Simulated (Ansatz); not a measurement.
LaAlO3:
```yaml
crystal:
  lattice:
    - [3.81236, 0.00000, 0.00000]
    - [0.00000, 3.81236, 0.00000]
    - [0.00000, 0.00000, 3.81236]
  atoms:
    - { symbol: La, position: [0.50000, 0.50000, 0.50000] }
    - { symbol: Al, position: [0.00000, 0.00000, 0.00000] }
    - { symbol: O, position: [0.00000, 0.50000, 0.00000] }
    - { symbol: O, position: [0.50000, 0.00000, 0.00000] }
    - { symbol: O, position: [0.00000, 0.00000, 0.50000] }
```

Relaxed with PBE. Special points in fractions of this cell's reciprocal vectors: Γ (0.000, 0.000, 0.000); X (0.000, 0.500, 0.000); M (0.500, 0.500, 0.000); R (0.500, 0.500, 0.500).

Task: List the band energies nearest the valence-band maximum at these points for PBE in the plane-wave PAW code Ansatz.

Result: In eV from the valence-band maximum; about four levels below and three above (degenerate sets whole), none deeper than 8.9 eV; points with the same levels are listed once.

| k | below | above |
|---|---|---|
| Γ | -1.40 -1.40 -1.40 -0.13 -0.13 -0.13 | 3.50 3.50 4.48 |
| X | -1.62 -1.62 -1.05 -1.05 | 4.20 4.32 4.49 |
| M | -1.46 -1.30 -1.30 -0.02 | 4.21 4.21 4.49 |
| R | -1.42 -1.42 0.00 0.00 0.00 | 4.35 4.35 4.35 |

Space group Pm-3m (cubic perovskite). This is a known high-temperature phase of the composition, computed here at zero pressure and temperature. The PBE relaxation kept the symmetry of its start. At this level the phase is dynamically unstable (imaginary phonons). Scalar-relativistic: spin–orbit coupling is off unless named, which matters more the heavier the elements.

Potentials: the later of the program's two PAW sets.
